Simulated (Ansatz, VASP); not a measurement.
## CdSe: VASP beside Ansatz

```
CELL_PARAMETERS angstrom
3.48425 0.00000 0.00000
0.00000 3.48425 0.00000
0.00000 0.00000 3.48425
ATOMIC_POSITIONS crystal
Cd 0.50000 0.50000 0.50000
Se 0.00000 0.00000 0.00000
```

The cell was built by a generator and needn't be a form met in nature.

Alike in both runs: task single point; functional PBE; k mesh 8 × 8 × 8; occupations fermi-dirac, width 0.05 eV; no spin polarisation.

|  | VASP | Ansatz |
| --- | --- | --- |
| version | VASP 6.6.1 | Ansatz 0.2.0 |
| potentials or method | VASP PAW PBE potentials, release 64 (Cd, Se) | Ansatz PAW |
| plane-wave cutoff (eV) | 520 | 420 |
| valence electrons in the cell | 18 | 36 |

|  | VASP | Ansatz | Ansatz less VASP |
| --- | --- | --- | --- |
| gap on the k mesh at the Fermi level (eV) | none | none | - |
| pressure (GPa) | 4.5 | 4.1 | -0.35 |

A gap of «none» marks a metal or a gap that the smearing closes. The two sets of potentials don't hold the same shells in valence.
